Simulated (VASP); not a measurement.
Wanted: the native input for a VASP 6.6.1 run.

| Quantity | Value |
| --- | --- |
| Task | relaxation of cell and atoms |
| Functional | PBEsol |
| Potentials or basis | VASP PAW PBE potentials, release 64 (Mo_sv) |
| Cutoff | 600 eV |
| k mesh | 18 × 18 × 10 |
| Occupations | gaussian, width 0.1 eV |
| Spin | no spin polarisation |
| Further INCAR settings | ALGO = Normal; EDIFF = 1e-07; IBRION = 2; EDIFFG = -0.005; NSW = 90; ISIF = 3 |

The structure of Mo lies in POSCAR:

```
Mo
1.0
    2.8046577100      0.0000000000      0.0000000000
   -1.4023288500      2.4289048200      0.0000000000
    0.0000000000      0.0000000000      4.5800060300
Mo
2
Direct
    0.3333333300      0.6666666700      0.2500000000
    0.6666666700      0.3333333300      0.7500000000
```

This isn't the form of Mo at room conditions, which is bcc.

One way to write it, as run:

INCAR

```
SYSTEM = Mo
  PREC = Accurate
  ENCUT = 600
  EDIFF = 1E-7
  ISMEAR = 0
  SIGMA = 0.1
  LREAL = .False.
  LASPH = .True.
  NELM = 100
  ALGO = Normal
  ISIF = 3
  LWAVE = .False.
  LCHARG = .False.
  GGA = PS
  IBRION = 2
  NSW = 90
  EDIFFG = -0.005
```

KPOINTS

```
Automatic mesh
0
Gamma
  18 18 10
  0 0 0
```

Potentials or basis: VASP PAW PBE potentials, release 64 (Mo_sv).

The run is started by

```console
$ cat potpaw_PBE.64/Mo_sv/POTCAR > POTCAR
$ mpirun -np 1 vasp_std > vasp.out
```

It gave:

- Relaxed volume: 15.64 Å³/atom
- Relaxed cell: a = 2.732 Å, b = 2.732 Å, c = 4.841 Å, α = 90.00°, β = 90.00°, γ = 120.00°
- Space group after relaxing (to 0.05 Å): P6_3/mmc (No. 194)
- Energy gained by relaxing: 28.6 meV/atom
- Ionic steps: 17
- Pressure after relaxing: 0.0 GPa
- Band gap on the k mesh: none (metal or under the smearing width)

Caveat: the PAW data sets were made with another functional, which shifts forces and pressure a little.

Wall time 7.2 min on 1 thread of Intel(R) Xeon(R) 6975P-C (Granite Rapids), with other jobs on the host, peak memory 0.28 GiB.
